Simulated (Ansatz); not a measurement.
# MnS (F-43m) in Ansatz: a series of runs

Aim: see how the results for MnS move with the level of theory and the settings. Levels: PBEsol, LDA. Tasks: band structure, elastic constants.

Program: Ansatz 0.2.0. These are calculated values, not measurements. Logs are shortened: lines on timing, memory, paths and dates and some standing lists are left out, and cuts for length are marked.

### 1 The structure

The structure is cubic, space group F-43m (No. 216). Conventional cell: a = 4.947 Å, b = 4.947 Å, c = 4.947 Å, α = 90.00°, β = 90.00°, γ = 90.00°. Mn (site symmetry -43m) is surrounded by 4 S at 2.14 Å. Around S (site symmetry -43m) lie 4 Mn at 2.14 Å.

The cell is a database's computed one.

### 2 Band structure, PBEsol, collinear spin, ferromagnetic start

input.yaml reads:

```yaml
crystal:
  lattice:
    - [0.0, 2.4734634191, 2.4734634191]
    - [2.4734634191, 0.0, 2.4734634191]
    - [2.4734634191, 2.4734634191, 0.0]
  atoms:
    - { symbol: Mn, position: [0.0, 0.0, 0.0], spin: 4.0 }
    - { symbol: S, position: [0.75, 0.75, 0.75] }
kpoints:
  mp_grid: { grid: [9, 9, 9] }
  band_path:
    path:
      - [0.0, 0.0, 0.0]
      - [0.5, 0.0, 0.5]
      - [0.5, 0.25, 0.75]
      - [0.375, 0.375, 0.75]
      - [0.0, 0.0, 0.0]
      - [0.5, 0.5, 0.5]
      - [0.625, 0.25, 0.625]
      - [0.5, 0.25, 0.75]
    npoints: 6
scf:
  occupations: { method: fermi_dirac, width: 0.05 }
hamiltonian:
  xc: pbesol
  pseudopotentials: { kind: all_electron, lapw: { basis_error: 0.001 } }
magnetization:
  spin_polarized: true
output:
  forces: true
  stress: true
  eigenvalues: true
```

Potentials or basis: all-electron LAPW, scalar-relativistic.

On the command line:

```bash
$ ansatz run input.yaml --threads 2 --pin off --max-ram 6144MiB --backend cpu --events-out ev --progress --plain --runs-dir out
```

What it wrote:

```text
Warning: RAYON_NUM_THREADS=2 ignored (pool sized by the plan → 2); use --threads N
LAPW: plane waves up to 9.500 Å⁻¹, error target 1.0e-3 eV per atom; small_component_spin mean_spin; S in spheres of 0.967 Å, 14 of its electrons in bands, Dirac shells []; Mn in spheres of 1.175 Å, 15 of its electrons in bands, Dirac shells [] (how accurate: hamiltonian.pseudopotentials.lapw.basis_error, Limitations)
Engine: ansatz 0.2.0, aarch64-unknown-linux-gnu
Pseudopotentials: kind: all_electron
Pseudopotential: Mn, LAPW, valence charge 15, lapw/all_electron/scalar/gaussian/Mn, Koelling and Harmon's equation, gaussian nucleus
Pseudopotential: S, LAPW, valence charge 14, lapw/all_electron/scalar/gaussian/S, Koelling and Harmon's equation, gaussian nucleus
Functional definition: PBEsol
  exchange = pbesol_x
  correlation = pbesol_c
Crystal: 2 atoms, lattice volume = 30.265 Å³
Basis set: ecut = 343.8349509562776 eV, 411 PW (Γ), exchange–correlation at level 2
Bands: 21, of which v1, the nominal top of the filled ones, is band 15 counted from 1 (14 counted from 0)
Symmetry: 24 space group operations
Space group: F-43m (ITA 216), of the structure as read, at distance tolerance 3.1e-5 Å
Magnetic group: BNS 216.74 (UNI 1576), of the structure as read, at distance tolerance 3.1e-5 Å
k-points: 35 of 729 (time reversal used)
Non-local potential: Mn, projectors of the file, none
Non-local potential: S, projectors of the file, none
Initial density: superposition of atomic densities (chi_scale 0.1, normalization cell, long waves kept (reshape's long-wave potential 0.00 eV rms))
Starting moments: Σ|m| = 4 μB on 1 of 2 sites
Initial wavefunctions: plane waves of lowest kinetic energy (no species holds an atomic orbital)
Functional: x = pbesol(κ = 0.804, μ = 0.12345679012345678), c = pbesol(β = 0.046)
iter 1 solved again at ethr=1.71e-3 eV; its pass at ethr=1.00e-1 eV (dr2=4.96e-1 eV) is discarded
SCF iter   1: F=—  HF=-42344.377359 eV  |F-HF|=—  |Δ(HF+E_count)|=         —  Δρ=5.50e-2 (↑4.26e-2 ↓5.50e-2)  dr2=4.98e-1  dr2_m=5.64e-1  M=2.424 μB ∫|m|=2.517 μB  β_m=0.30  ethr=1.71e-3  ⟨swp⟩=2.0  Hψ=10098  notcnv=0
Mixer restart at iter 1: flushing history
preconditioner: auto → Kerker (q_TF=auto, 2.709 Å⁻¹)  [metal: Δε(μ)=0.009 eV  Ē_g=10.836 eV  σ=0.050 eV  W_gap=0.04  n_scr=14 (ndim 8)  ℏωp=24.3 eV  f_vac=0.000  D(μ)=2.79/eV (n_scr^D=26)]
spin=Collinear: Kerker preconditioning applied to the charge; magnetization (m = ρ↑ − ρ↓) channel mixes plain (no charge-response kernel on spin).
SCF iter   2: F=—  HF=-42344.393080 eV  |F-HF|=—  |Δ(HF+E_count)|=   1.57e-2  Δρ=4.98e-2 (↑3.91e-2 ↓4.98e-2)  dr2=3.36e-1  dr2_m=4.87e-1  M=2.085 μB ∫|m|=2.203 μB  β_m=0.18  ethr=1.71e-3  ⟨swp⟩=2.0  Hψ=4221  notcnv=0
SCF iter   3: F=—  HF=-42344.389062 eV  |F-HF|=—  |Δ(HF+E_count)|=   4.02e-3  Δρ=3.90e-2 (↑2.82e-2 ↓3.90e-2)  dr2=1.29e-1  dr2_m=3.00e-1  M=0.975 μB ∫|m|=1.111 μB  β_m=0.23  ethr=1.16e-3  ⟨swp⟩=2.0  Hψ=4262  notcnv=0
SCF iter   4: F=—  HF=-42344.279621 eV  |F-HF|=—  |Δ(HF+E_count)|=         —  Δρ=1.44e-2 (↑1.08e-2 ↓1.44e-2)  dr2=3.81e-2  dr2_m=2.95e-2  M=0.071 μB ∫|m|=0.125 μB  β_m=0.47  ethr=4.46e-4  ⟨swp⟩=2.6  Hψ=4618  notcnv=0
Mixer restart at iter 4: flushing history
SCF iter   5: F=—  HF=-42344.295264 eV  |F-HF|=—  |Δ(HF+E_count)|=         —  Δρ=8.74e-3 (↑7.22e-3 ↓8.74e-3)  dr2=1.42e-2  dr2_m=1.20e-2  M=0.115 μB ∫|m|=0.142 μB  β_m=0.73  ethr=1.32e-4  ⟨swp⟩=2.0  Hψ=4258  notcnv=0
the basis was enlarged: its passes take 767.7 KiB over the memory plan, 2 of 2 planned eigensolver slots
SCF iter   6: F=—  HF=-42344.306973 eV  |F-HF|=—  |Δ(HF+E_count)|=   1.17e-2  Δρ=5.74e-3 (↑2.38e-3 ↓5.74e-3)  dr2=2.04e-2  dr2_m=1.61e-3  M=0.210 μB ∫|m|=0.223 μB  β_m=0.59  ethr=4.88e-5  ⟨swp⟩=3.0  Hψ=4450  notcnv=0
iter 7 solved again at ethr=1.14e-6 eV; its pass at ethr=4.88e-5 eV (dr2=3.31e-4 eV) is discarded
SCF iter   7: F=—  HF=-42344.291247 eV  |F-HF|=—  |Δ(HF+E_count)|=   1.57e-2  Δρ=1.12e-3 (↑1.12e-3 ↓7.37e-4)  dr2=3.32e-4  dr2_m=1.34e-4  M=0.221 μB ∫|m|=0.233 μB  β_m=0.73  ethr=1.14e-6  ⟨swp⟩=2.0  Hψ=7296  notcnv=0
SCF iter   8: F=—  HF=-42344.291690 eV  |F-HF|=—  |Δ(HF+E_count)|=   4.42e-4  Δρ=4.11e-4 (↑3.62e-4 ↓4.11e-4)  dr2=3.71e-5  dr2_m=3.21e-5  M=0.230 μB ∫|m|=0.246 μB  β_m=0.84  ethr=1.14e-6  ⟨swp⟩=2.9  Hψ=3993  notcnv=0
SCF iter   9: F=—  HF=-42344.291716 eV  |F-HF|=—  |Δ(HF+E_count)|=   2.61e-5  Δρ=1.08e-4 (↑8.69e-5 ↓1.08e-4)  dr2=6.92e-6  dr2_m=2.41e-7  M=0.239 μB ∫|m|=0.256 μB  β_m=0.92  ethr=1.28e-7  ⟨swp⟩=2.5  Hψ=3973  notcnv=0
SCF iter  10: F=—  HF=-42344.291722 eV  |F-HF|=—  |Δ(HF+E_count)|=   6.24e-6  Δρ=5.20e-5 (↑4.09e-5 ↓5.20e-5)  dr2=3.06e-7  dr2_m=5.41e-7  M=0.239 μB ∫|m|=0.257 μB  β_m=0.96  ethr=2.39e-8  ⟨swp⟩=2.6  Hψ=3871  notcnv=0
SCF iter  11: F=—  HF=-42344.291722 eV  |F-HF|=—  |Δ(HF+E_count)|=   4.52e-7  Δρ=5.88e-6 (↑5.88e-6 ↓5.48e-6)  dr2=3.37e-8  dr2_m=3.60e-9  M=0.241 μB ∫|m|=0.258 μB  β_m=0.98  ethr=1.05e-9  ⟨swp⟩=3.0  Hψ=4283  notcnv=0
SCF iter  12: F=—  HF=-42344.291722 eV  |F-HF|=—  |Δ(HF+E_count)|=   5.16e-9  Δρ=2.51e-6 (↑2.07e-6 ↓2.51e-6)  dr2=6.18e-9  dr2_m=5.19e-10  M=0.241 μB ∫|m|=0.258 μB  β_m=0.99  ethr=1.16e-10  ⟨swp⟩=2.1  Hψ=3827  notcnv=0
SCF iter  13: F=—  HF=-42344.291722 eV  |F-HF|=—  |Δ(HF+E_count)|=   2.16e-9  Δρ=1.68e-6 (↑1.68e-6 ↓1.39e-6)  dr2=2.98e-10  dr2_m=6.10e-10  M=0.241 μB ∫|m|=0.258 μB  β_m=0.99  ethr=2.13e-11  ⟨swp⟩=2.1  Hψ=3832  notcnv=0
SCF iter  14: F=—  HF=-42344.291722 eV  |F-HF|=—  |Δ(HF+E_count)|=  4.87e-10  Δρ=5.35e-7 (↑5.35e-7 ↓3.72e-7)  dr2=8.07e-11  dr2_m=4.53e-11  M=0.241 μB ∫|m|=0.258 μB  β_m=1.00  ethr=2.50e-12 (applied; sched 1.03e-12)  ⟨swp⟩=2.0  Hψ=3824  notcnv=0
SCF iter  15: F=-42344.291722 eV  HF=-42344.291722 eV  |F-HF|=1.46e-11  |Δ(HF+E_count)|=  2.47e-10  Δρ=9.82e-8 (↑6.14e-8 ↓9.82e-8)  dr2=4.63e-12  dr2_m=7.92e-13  M=0.241 μB ∫|m|=0.258 μB  ethr=2.45e-12 (applied; sched 1.00e-12)  ⟨swp⟩=2.0  Hψ=3823  notcnv=0
SCF 1 converged in 15 iterations: F = -42344.291722 eV  dr2 = 4.63e-12
NSCF: frozen V_eff on 43 k-points
SCF converged after 15 iterations
Magnetization: 0.2406 μB (14.6203 up, 14.3797 down)
Absolute magnetization: 0.2585 μB (∫|ρ↑−ρ↓|)
Spin contamination: 0.0036 ħ² per cell (⟨S²⟩ above its minimum at these occupations)
Per-site moments (μB) at R_I (Å): [(0.22954678564390996, 1.175469894239815), (-0.0034838474945591003, 0.9666122301127889)]
Free energy (F): -42344.291722 eV
Harris-Foulkes:  -42344.291722 eV  (|F-HF|=1.46e-11)
Internal energy: -42344.271811 eV  (E = F + TS)
E sigma→0 (E₀):  -42344.281767 eV
Entropy (-TS):   -0.019911 eV (-9.956 meV/atom)
Fermi energy:    12.286571 eV
--- Per-component energies (eV) ---
  E_band       = -1467.678822
  E_kinetic    = 42783.223566
  E_xc         = -2074.223758
  E_electrostatic = -83053.271618  (all electrons and nuclei)
  E_smearing   = -0.019911  (= −TS)
  E_closure    = 0.000000  (closes the sum)
  E_atoms      = -42329.124486  (free atoms, spherical and without spin; not in F)
  Σ components = -42344.291722   (vs F -42344.291722, Δ=0.00e0)
  Basis errors (estimates in eV, not in F): energy 4.7e-4 per atom: plane waves 4.3e-4 (2.5e-4 summed), levels above the bands 6.3e-92, relativity 1.7e-8, radial functions 4.2e-5, core shells 9.9e-8; eigenvalues (radial functions only) 1.1e-6; not estimated: angular momenta, meshes, grids; target (lapw.basis_error) 1.0e-3; muffin-tin radii S 0.967 Å, Mn 1.175 Å
--- Forces (eV/Å), atoms counted from 1 ---
  atom   1  Mn    -0.00000000     0.00000000     0.00000000
  atom   2  S      0.00000000    -0.00000000     0.00000000
  max |Σ_I F_I| component: 1.16e-17 eV/Å
--- Stress (GPa, compression-positive) ---
       -3.004333       0.000000       0.000000
        0.000000      -3.004333      -0.000000
        0.000000      -0.000000      -3.004333
  P = ⅓ Tr σ = -3.0043 GPa (-30.043 kbar)
--- Band table (eV; the first three rows and the last of 70) ---
  k-point 0 ↑: bands = ["-193.8194", "-138.8801", "-138.8801", "-138.8801", "-66.4315", "-35.3655", "-35.3655", "-35.3655", "-2.9944", "7.5552", "7.5552", "7.5552", "11.3979", "11.3979", "15.9515", "15.9563", "15.9563", "15.9563", "20.0396", "20.0396", "20.0396"]
  k-point 1 ↑: bands = ["-193.8194", "-138.8801", "-138.8801", "-138.8801", "-66.4313", "-35.3686", "-35.3660", "-35.3660", "-2.8647", "7.3058", "7.5992", "7.5992", "11.3649", "11.3649", "15.0819", "15.7798", "15.7798", "16.6766", "20.0111", "20.3069", "20.3069"]
  k-point 2 ↑: bands = ["-193.8194", "-138.8801", "-138.8801", "-138.8801", "-66.4308", "-35.3765", "-35.3672", "-35.3672", "-2.5146", "6.7183", "7.7007", "7.7007", "11.3397", "11.3397", "13.8238", "15.3193", "15.3193", "17.5072", "20.1411", "20.7718", "20.7718"]
  k-point 34 ↓: bands = ["-193.8209", "-138.8821", "-138.8821", "-138.8821", "-66.1946", "-35.1573", "-35.1506", "-35.1451", "-1.2856", "6.3841", "7.0688", "8.1208", "10.5967", "11.4345", "12.3296", "12.8991", "13.7893", "19.2806", "20.9089", "21.5418", "22.7394"]
```

Wall time 25 s (2 threads of Arm Neoverse V2, shared host); peak memory 0.38 GiB.

What came out:

| Property | Result |
| --- | --- |
| Free energy | -42344.2917 eV |
| Pressure | -3.0 GPa |
| Band gap along the path | none (metal or under the smearing width) |
| Net moment | 0.24 μB per cell |
| Absolute moment | 0.26 μB per cell |
| Site moments | Mn +0.23; S -0.00 μB |

Levels at the corners of the path, in eV from the Fermi level:
Spin up:
| point | band 12 | band 13 | band 14 | band 15 | band 16 | band 17 | band 18 | band 19 |
| --- | --- | --- | --- | --- | --- | --- | --- | --- |
| Γ | -4.73 | -0.89 | -0.89 | 3.66 | 3.67 | 3.67 | 3.67 | 7.75 |
| X | -4.06 | -1.82 | -0.30 | -0.23 | 0.18 | 0.18 | 5.44 | 6.67 |
| W | -4.19 | -1.90 | -1.05 | -0.23 | 0.42 | 1.25 | 7.01 | 9.20 |
| K | -4.15 | -1.79 | -0.67 | -0.42 | 0.69 | 0.97 | 5.94 | 8.29 |
| Γ | -4.73 | -0.89 | -0.89 | 3.66 | 3.67 | 3.67 | 3.67 | 7.75 |
| L | -4.44 | -0.63 | -0.63 | -0.41 | 1.88 | 1.88 | 5.36 | 8.48 |
| U | -4.15 | -1.79 | -0.67 | -0.42 | 0.69 | 0.97 | 5.94 | 8.29 |
| W | -4.19 | -1.90 | -1.05 | -0.23 | 0.42 | 1.25 | 7.01 | 9.20 |
Spin down:
| point | band 12 | band 13 | band 14 | band 15 | band 16 | band 17 |
| --- | --- | --- | --- | --- | --- | --- |
| Γ | -4.67 | -0.62 | -0.62 | 3.69 | 3.76 | 3.76 |
| X | -4.02 | -1.72 | -0.07 | 0.07 | 0.31 | 0.31 |
| W | -4.17 | -1.80 | -0.88 | 0.05 | 0.56 | 1.47 |
| K | -4.10 | -1.67 | -0.45 | -0.24 | 0.88 | 1.15 |
| Γ | -4.67 | -0.62 | -0.62 | 3.69 | 3.76 | 3.76 |
| L | -4.38 | -0.38 | -0.38 | -0.28 | 1.98 | 1.98 |
| U | -4.10 | -1.67 | -0.45 | -0.24 | 0.88 | 1.15 |
| W | -4.17 | -1.80 | -0.88 | 0.05 | 0.56 | 1.47 |

Caveat: the moment fell far below its start of 4 μB, so a state of higher moment may lie lower in energy; semilocal functionals often make such compounds metallic where correlation or magnetic order opens a gap, which also shifts bond lengths; the starting moments weren't kept.

[end of part 1 of 2]
